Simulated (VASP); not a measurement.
# PtSe2 (P-3m1) in VASP: a series of runs

One crystal, PtSe2, is run at these levels: PBE+D3(BJ); tasks: relaxation of cell and atoms.

Program: VASP 6.6.1. These are calculated values, not measurements. Logs are shortened: lines on timing, memory, paths and dates and some standing lists are left out, and cuts for length are marked.

### 1 The structure

It takes space group P-3m1 (No. 164, trigonal). Conventional cell: a = 3.724 Å, b = 3.724 Å, c = 5.062 Å, α = 90.00°, β = 90.00°, γ = 120.00°. Pt (site symmetry -3m) has 6 Se at 2.49 Å as nearest neighbours. Around Se (site symmetry 3m) lie 3 Pt at 2.49 Å.

### 2 Relaxation of cell and atoms, PBE+D3(BJ)

INCAR

```
SYSTEM = PtSe2
PREC = Accurate ; ENCUT = 520
EDIFF = 1E-7 ; ISMEAR = 0
SIGMA = 0.02 ; LREAL = .FALSE.
LASPH = .TRUE. ; NELM = 80
ALGO = Normal ; ISIF = 3
LWAVE = .FALSE. ; LCHARG = .FALSE.
GGA = PE ; IVDW = 12
IBRION = 2 ; NSW = 80
EDIFFG = -0.15 ; KPAR = 4
```

KPOINTS

```
Automatic mesh
0
G
  9 9 6
  0 0 0
```

POSCAR

```
PtSe2
1.0
    3.7240000000      0.0000000000      0.0000000000
   -1.8620000000      3.2250786000      0.0000000000
    0.0000000000      0.0000000000      5.0620000000
Pt Se
1 2
Direct
    0.0000000000      0.0000000000      0.0000000000
    0.3333333300      0.6666666700      0.2500000000
    0.6666666700      0.3333333300      0.7500000000
```

Potentials or basis: VASP PAW PBE potentials, release 64 (Pt, Se).

Launch:

```console
$ cat potpaw_PBE.64/Pt/POTCAR potpaw_PBE.64/Se/POTCAR > POTCAR
$ mpirun -np 4 vasp_std > vasp.out
```

OUTCAR:

```text
SYSTEM = PtSe2
   PREC = Accurate
   ENCUT = 520
   EDIFF = 1E-7
   ISMEAR = 0
   LREAL = .FALSE.
   LASPH = .TRUE.
   NELM = 80
   ISIF = 3
   GGA = PE
   IVDW = 12
   IBRION = 2
   NSW = 80
   EDIFFG = -0.15
 IVDW          = 12

 ion  position               nearest neighbor table
   1  0.000  0.000  0.000-   2 2.49   3 2.49   2 2.49   3 2.49   3 2.49   2 2.49
   2  0.333  0.667  0.250-   1 2.49   1 2.49   1 2.49
   3  0.667  0.333  0.750-   1 2.49   1 2.49   1 2.49

  LATTYP: Found a hexagonal cell.
 ALAT       =     3.7240000000
 C/A-ratio  =     1.3592910849

  Lattice vectors:

 A1 = (   3.7240000000,   0.0000000000,   0.0000000000)
 A2 = (  -1.8620000000,   3.2250786000,   0.0000000000)
 A3 = (   0.0000000000,   0.0000000000,   5.0620000000)

Analysis of symmetry for initial positions (statically):
=====================================================================
 Subroutine PRICEL returns:
 Original cell was already a primitive cell.

 Routine SETGRP: Setting up the symmetry group for a
 hexagonal supercell.

 Subroutine GETGRP returns: Found 12 space group operations
 (whereof 12 operations were pure point group operations)
 out of a pool of 24 trial point group operations.

The static configuration has the point symmetry D_3d.

Analysis of symmetry for dynamics (positions and initial velocities):
=====================================================================
 Subroutine PRICEL returns:
 Original cell was already a primitive cell.

 Routine SETGRP: Setting up the symmetry group for a
 hexagonal supercell.

 Subroutine GETGRP returns: Found 12 space group operations
 (whereof 12 operations were pure point group operations)
 out of a pool of 24 trial point group operations.

The dynamic configuration has the point symmetry D_3d.

 Subroutine INISYM returns: Found 12 space group operations
 (whereof 12 operations are pure point group operations),
 and found     1 'primitive' translations

----------------------------------------------------------------------------------------

                                     Primitive cell

  volume of cell :      60.7956

  direct lattice vectors                    reciprocal lattice vectors
     3.724000000  0.000000000  0.000000000     0.268528464  0.155034981  0.000000000
    -1.862000000  3.225078600  0.000000000     0.000000000  0.310069962  0.000000000
     0.000000000  0.000000000  5.062000000     0.000000000  0.000000000  0.197550375

  length of vectors
     3.724000000  3.723999997  5.062000000     0.310069962  0.310069962  0.197550375

  position of ions in fractional coordinates (direct lattice)
     0.000000000  0.000000000  0.000000000
     0.333333330  0.666666670  0.250000000
     0.666666670  0.333333330  0.750000000

  ion indices of the primitive-cell ions
   primitive index   ion index
                 1           1
                 2           2
                 3           3

----------------------------------------------------------------------------------------

 KPOINTS: Automatic mesh

Automatic generation of k-mesh.
 Grid dimensions read from file:
 generate k-points for:    9    9    6

 Generating k-lattice:

  Cartesian coordinates                     Fractional coordinates (reciprocal lattice)
     0.029836496  0.017226109  0.000000000     0.111111111  0.000000000  0.000000000
     0.000000000  0.034452218  0.000000000     0.000000000  0.111111111  0.000000000
     0.000000000  0.000000000  0.032925063     0.000000000  0.000000000  0.166666667

  Length of vectors
     0.034452218  0.034452218  0.032925063

  Shift w.r.t. Gamma in fractional coordinates (k-lattice)
     0.000000000  0.000000000  0.000000000

 Subroutine IBZKPT returns following result:
 ===========================================

 Found     62 irreducible k-points:

 Following reciprocal coordinates:
            Coordinates               Weight
  0.000000  0.000000  0.000000      1.000000
  0.111111  0.000000  0.000000      6.000000
  0.222222  0.000000  0.000000      6.000000
  0.333333 -0.000000  0.000000      6.000000
  0.444444  0.000000  0.000000      6.000000
  0.111111  0.111111  0.000000      6.000000
[... 16 lines left out ...]
  0.222222  0.111111  0.166667     12.000000
 -0.111111  0.333333  0.166667     12.000000
 [... further k-points ...]
   k-points           NKPTS =     62   k-points in BZ     NKDIM =     62   number of bands    NBANDS=     15
   number of dos      NEDOS =    301   number of ions     NIONS =      3
   total plane-waves  NPLWV =  31360
   dimension x,y,z NGX =    28 NGY =   28 NGZ =   40
   dimension x,y,z NGXF=    56 NGYF=   56 NGZF=   80
   ions per type =               1   2
   NGX,Y,Z   is equivalent  to a cutoff of  12.50, 12.50, 13.14 a.u.
   NGXF,Y,Z  is equivalent  to a cutoff of  25.00, 25.00, 26.27 a.u.
 SYSTEM =  PtSe2
   PREC   = accura    normal or accurate (medium, high low for compatibility)
   ISTART =      0    job   : 0-new  1-cont  2-samecut
   ICHARG =      2    charge: 1-file 2-atom 10-const
   ISPIN  =      1    spin polarized calculation?
   LNONCOLLINEAR =      F non collinear calculations
   LSORBIT =      F    spin-orbit coupling
   LASPH  =      T    aspherical Exc in radial PAW
   ENCUT  =  520.0 eV  38.22 Ry    6.18 a.u.   6.92  6.92  9.41*2*pi/ulx,y,z
   NELM   =     80;   NELMIN=  2; NELMDL= -5     # of ELM steps
   EDIFF  = 0.1E-06   stopping-criterion for ELM
   LREAL  =      F    real-space projection
   EDIFFG = -.1E+00   stopping-criterion for IOM
   NSW    =     80    number of steps for IOM
   IBRION =      2    ionic relax: 0-MD 1-quasi-New 2-CG
   NFREE  =      1    steps in history (QN), initial steepest desc. (CG)
   ISIF   =      3    stress and relaxation
   ISYM   =      2    0-nonsym 1-usesym 2-fastsym
   POTIM  = 0.5000    time-step for ionic-motion
   TEBEG  =    0.0;   TEEND  =   0.0 temperature during run
   PSTRESS=    0.0 pullay stress
   NELECT =      22.0000    total number of electrons
   NUPDOWN=      -1.0000    fix difference up-down
   EMIN   =  10.00;   EMAX   =-10.00  energy-range for DOS
   EFERMI =   0.00;   METHOD = LEGACY
   ISMEAR =     0;   SIGMA  =   0.02  broadening in eV -4-tet -1-fermi 0-gaus
   EFERMI_NEDOS =   21; number of points for ismear=-14 and -15
   IALGO  =     38    algorithm
   IMIX   =      4    mixing-type and parameters
     AMIX     =   0.40;   BMIX     =  1.00
     AMIX_MAG =   1.60;   BMIX_MAG =  1.00
  volume/ion in A,a.u.               =      20.27       136.76
  Fermi-wavevector in a.u.,A,eV,Ry     =   1.166608  2.204570 18.517184  1.360975
  Thomas-Fermi vector in A             =   2.303119
   LORBIT       =      0    0 simple, 1 ext, 2 COOP (PROOUT), +10 PAW based schemes
   GGA     = PE    functional components
   LHFCALC =     F    Hartree Fock is set to
   AEXX    =    0.0000 exact exchange contribution
   IVDW    =    12    specifies the selected vdW correction
   LEPSILON=     F    determine dielectric tensor
   LRPA    =     F    only Hartree local field effects (RPA)
 conjugate gradient relaxation of ions
 non-spin polarized calculation
 Gauss-broadening in eV      SIGMA  =   0.02
  energy-cutoff  :      520.00
  volume of cell :       60.80
 maximum number of plane-waves:      1650
   NGX = 13   NGY = 13   NGZ = 19

--------------------------------------- Ionic step        1  -------------------------------------------

 number of electron      21.9999999 magnetization

 Free energy of the ion-electron system (eV)
  ---------------------------------------------------
  ext. energy  EPLUGINS =         0.00000000
  ---------------------------------------------------
  free energy    TOTEN  =       -14.18531625 eV

  energy without entropy =      -14.18515943  energy(sigma->0) =      -14.18523784

------------------------ aborting loop because EDIFF is reached ----------------------------------------

 Edisp (eV)   -1.43094

 E8    (eV) :    -0.6140

  FORCE on cell =-STRESS in cart. coord.  units (eV):
  Direction    XX          YY          ZZ          XY          YZ          ZX
  --------------------------------------------------------------------------------------
  -------------------------------------------------------------------------------------
  Total       1.56787     1.56787     0.79627     0.00000    -0.00000     0.00000
  in kB      41.31896    41.31896    20.98451     0.00000    -0.00000     0.00000
  external pressure =       34.54 kB  Pullay stress =        0.00 kB

 VOLUME and BASIS-vectors are now :
 -----------------------------------------------------------------------------
  energy-cutoff  :      520.00
  volume of cell :       60.80
      direct lattice vectors                 reciprocal lattice vectors
     3.724000000  0.000000000  0.000000000     0.268528464  0.155034981  0.000000000
    -1.862000000  3.225078600  0.000000000     0.000000000  0.310069962  0.000000000
     0.000000000  0.000000000  5.062000000     0.000000000  0.000000000  0.197550375
[... 165 lines left out ...]
 POSITION                                       TOTAL-FORCE (eV/Angst)
 -----------------------------------------------------------------------------------
      1.87881      3.25419      0.00000         0.000000      0.000000      0.000000
     -0.00000      2.16946      1.28600        -0.000000     -0.000000      0.162233
      1.87881      1.08473      3.77497         0.000000      0.000000     -0.162233
 -----------------------------------------------------------------------------------
    total drift:                                0.000000      0.000000     -0.000000

  FREE ENERGIE OF THE ION-ELECTRON SYSTEM (eV)
  ---------------------------------------------------
  free  energy   TOTEN  =       -15.6454587428 eV

  energy  without entropy=      -15.6453194180  energy(sigma->0) =      -15.64538908

--------------------------------------- Ionic step        6  -------------------------------------------

 number of electron      21.9999998 magnetization

 Free energy of the ion-electron system (eV)
  ---------------------------------------------------
  ext. energy  EPLUGINS =         0.00000000
  ---------------------------------------------------
  free energy    TOTEN  =       -14.22210705 eV

  energy without entropy =      -14.22192219  energy(sigma->0) =      -14.22201462

 E-fermi :   6.5172     XC(G=0): -10.6822

 val. band max:        6.4351032144   @ k =   0.3333   0.3333   0.0000
 cond. band min:       6.5193465777   @ k =   0.0000   0.3333   0.3333
 fundamental gap:      0.0842433633
 Fermi energy:         6.5172342917

 k-point     1 :       0.0000    0.0000    0.0000
  band No.  band energies     occupation
      1      -9.0851      2.00000
      2      -6.2489      2.00000
      3      -0.6147      2.00000
      4       0.2648      2.00000
      5       0.2648      2.00000
      6       2.6377      2.00000
      7       2.6377      2.00000
      8       3.9327      2.00000
      9       5.4777      2.00000
     10       5.4777      2.00000
     11       7.0791      0.00000
     12       7.7097      0.00000
     13       7.7097      0.00000
     14      10.0069      0.00000
     15      10.5621      0.00000
[... 397 lines left out ...]
 k-point    24 :      -0.1111    0.3333    0.1667
  band No.  band energies     occupation
      1      -8.1673      2.00000
      2      -6.7001      2.00000
      3      -0.0549      2.00000
      4       0.5518      2.00000
      5       0.9245      2.00000
      6       1.4421      2.00000
      7       2.2210      2.00000
      8       3.1018      2.00000
      9       4.2135      2.00000
     10       4.5060      2.00000
     11       5.9919      2.00000
     12       6.7657      0.00000
     13       7.8676      0.00000
     14      11.0999      0.00000
     15      12.7806      0.00000

 [... further k-points ...]

------------------------ aborting loop because EDIFF is reached ----------------------------------------

 Edisp (eV)   -1.43531

 E8    (eV) :    -0.6164

  FORCE on cell =-STRESS in cart. coord.  units (eV):
  Direction    XX          YY          ZZ          XY          YZ          ZX
  --------------------------------------------------------------------------------------
  -------------------------------------------------------------------------------------
  Total       0.10931     0.10931    -0.34292     0.00000    -0.00000     0.00000
  in kB       2.88352     2.88352    -9.04581     0.00000    -0.00000     0.00000
  external pressure =       -1.09 kB  Pullay stress =        0.00 kB

 VOLUME and BASIS-vectors are now :
 -----------------------------------------------------------------------------
  energy-cutoff  :      520.00
  volume of cell :       60.74
      direct lattice vectors                 reciprocal lattice vectors
     3.751271429 -0.000000000  0.000000000     0.266576285  0.153907890  0.000000000
    -1.875635715  3.248696351  0.000000000    -0.000000000  0.307815780  0.000000000
    -0.000000000 -0.000000000  4.983850737    -0.000000000 -0.000000000  0.200648064

 POSITION                                       TOTAL-FORCE (eV/Angst)
 -----------------------------------------------------------------------------------
     -0.00000     -0.00000      0.00000         0.000000      0.000000      0.000000
     -0.00000      2.16580      1.29369        -0.000000     -0.000000      0.066743
      1.87564      1.08290      3.69016         0.000000      0.000000     -0.066743
 -----------------------------------------------------------------------------------
    total drift:                               -0.000000      0.000000      0.000000

  FREE ENERGIE OF THE ION-ELECTRON SYSTEM (eV)
  ---------------------------------------------------
  free  energy   TOTEN  =       -15.6574168350 eV

  energy  without entropy=      -15.6572319723  energy(sigma->0) =      -15.65732440

 reached required accuracy - stopping structural energy minimisation
```

Run time: 57 s. Hardware: 4 MPI ranks of Intel Xeon Platinum 8488C (Sapphire Rapids), shared host; peak memory 0.22 GiB.

What came out:

| Item | Value |
| --- | --- |
| Free energy | -15.6574 eV |
| Relaxed volume | 20.25 Å³/atom |
| Relaxed cell | a = 3.751 Å, b = 3.751 Å, c = 4.984 Å, α = 90.00°, β = 90.00°, γ = 120.00° |
| Space group after relaxing (to 0.05 Å) | P-3m1 (No. 164) |
| Energy gained by relaxing | 13.7 meV/atom |
| Ionic steps | 6 |
| Pressure after relaxing | -0.1 GPa |
| Largest force after relaxing | 0.067 eV/Å |
| Band gap on the k mesh | none (metal or under the smearing width) |
| Dispersion energy per atom | -0.478 eV |

Forces in eV/Å, atoms in the order of the input:
```
Pt   0.000  0.000  0.000
Se   0.000  0.000  0.067
Se   0.000  0.000 -0.067
```

Stress tensor (GPa, compression positive):
```
 0.29  0.00  0.00
 0.00  0.29  0.00
 0.00  0.00 -0.90
```

The path:
```
step  energy change (eV)  largest force (eV/Å)  pressure (GPa)  volume (Å³)
   1              0.0000                0.6174            3.45        60.80
   2              0.0309                0.3915           -5.82        64.72
   3             -0.0238                0.1843           -0.60        62.30
   4             -0.0238                0.1923           -0.52        62.27
   5             -0.0292                0.1622           -0.44        61.89
   6             -0.0412                0.0667           -0.11        60.74
```

Final structure:
```xyz
3
Lattice="3.7513 0.0000 0.0000 -1.8756 3.2487 0.0000 0.0000 0.0000 4.9839" Properties=species:S:1:pos:R:3 pbc="T T T"
Pt    0.0000    0.0000    0.0000
Se    0.0000    2.1658    1.2937
Se    1.8756    1.0829    3.6902
```

Caveat: pairwise dispersion overbinds metals, which lowers pressure and volume; the relaxation stopped at a loose force limit of 0.15 eV/Å, so its end isn't a converged minimum. The run has no spin-orbit coupling, so splittings on Pt are missing.

### 3 Relaxation of cell and atoms, PBE+D3(BJ)

INCAR is that of step 2.

KPOINTS is that of step 2.

POSCAR

```
PtSe2                                   
1.0
    3.7512714293     -0.0000000000      0.0000000000
   -1.8756357147      3.2486963505      0.0000000000
   -0.0000000000     -0.0000000000      4.9838507371
  Pt              Se            
     1     2
Direct
     0.0000000000000000    0.0000000000000000    0.0000000000000000
     0.3333333300000021    0.6666666699999979    0.2595761804659975
     0.6666666699999979    0.3333333300000021    0.7404238195340025
```

Potentials or basis: VASP PAW PBE potentials, release 64 (Pt, Se).

Launch:

```console
$ cat potpaw_PBE.64/Pt/POTCAR potpaw_PBE.64/Se/POTCAR > POTCAR
$ mpirun -np 4 vasp_std > vasp.out
```

Run time: 13 s. Hardware: 4 MPI ranks of Intel Xeon Platinum 8488C (Sapphire Rapids), shared host; peak memory 0.21 GiB.

Results (log left out):

```yaml
Free_energy: -15.6574 eV
Pressure_after_relaxing: -0.1 GPa
Largest_force_after_relaxing: 0.067 eV/Å
Band_gap_on_the_k_mesh: none (metal or under the smearing width)
Dispersion_energy_per_atom: -0.478 eV
```

Forces in eV/Å, atoms in the order of the input:
```
Pt   0.000  0.000  0.000
Se   0.000  0.000  0.067
Se   0.000  0.000 -0.067
```

Stress tensor (GPa, compression positive):
```
 0.29  0.00  0.00
 0.00  0.29  0.00
 0.00  0.00 -0.90
```

Final structure:
```
CELL_PARAMETERS angstrom
3.75127 0.00000 0.00000
-1.87564 3.24870 0.00000
0.00000 0.00000 4.98385
ATOMIC_POSITIONS crystal
Pt 0.00000 0.00000 0.00000
Se 0.33333 0.66667 0.25958
Se 0.66667 0.33333 0.74042
```

Levels at points of the mesh, in eV from the Fermi level:
| k point | band 8 | band 9 | band 10 | band 11 | band 12 | band 13 | band 14 | band 15 |
| --- | --- | --- | --- | --- | --- | --- | --- | --- |
| (0.00, 0.00, 0.00) | -2.58 | -1.04 | -1.04 | 0.56 | 1.19 | 1.19 | 3.49 | 4.04 |
| (0.00, 0.00, 0.50) | -2.97 | -1.77 | -1.60 | -1.60 | 2.22 | 2.22 | 4.86 | 6.32 |

Caveat: the relaxation stopped at its first step, so nothing moved; pairwise dispersion overbinds metals, which lowers pressure and volume; the relaxation stopped at a loose force limit of 0.15 eV/Å, so its end isn't a converged minimum. Spin-orbit coupling is left out, which matters for the levels of Pt.
